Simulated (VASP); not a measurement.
# P: an input that fails (relaxed cell and band gap)

P, Cmce (no. 64), 4 atoms in the cell.

INCAR:
```
SYSTEM = P
ALGO = Normal ; EDIFF = 1E-7
EDIFFG = -0.005 ; ENCUT = 600
GGA = LIBXC ; GGA_COMPAT = .False.
IBRION = 2 ; ISIF = 3
ISMEAR = 0 ; KPAR = 2
LASPH = .True. ; LCHARG = .False.
LREAL = .False. ; LWAVE = .False.
NELM = 80 ; NSW = 20
PREC = Accurate ; SIGMA = 0.02
```

KPOINTS:
```
k-points
0
Gamma
  7 7 5
```

POSCAR:
```
P
1.0
    1.6477431241     -5.4650377251      0.0000000000
    1.6477431241      5.4650377251      0.0000000000
    0.0000000000      0.0000000000      4.5436355900
P
4
Direct
    0.9041431300      0.0958568700      0.5888151700
    0.0958568700      0.9041431300      0.4111848300
    0.5958568700      0.4041431300      0.0888151700
    0.4041431300      0.5958568700      0.9111848300
```

Commands:
```
cat potpaw_PBE.64/P/POTCAR > POTCAR
mpirun -np 2 vasp_std > vasp.out
```

VASP stops with:
```
XC_FOCK_READER: Libxc is attempted to be used, but neither LIBXC1 nor LIBXC2 is specified. ---->  I REFUSE TO CONTINUE WITH THIS SICK JOB ... BYE!!! <----
```

Cause: library asked for but no functional named.
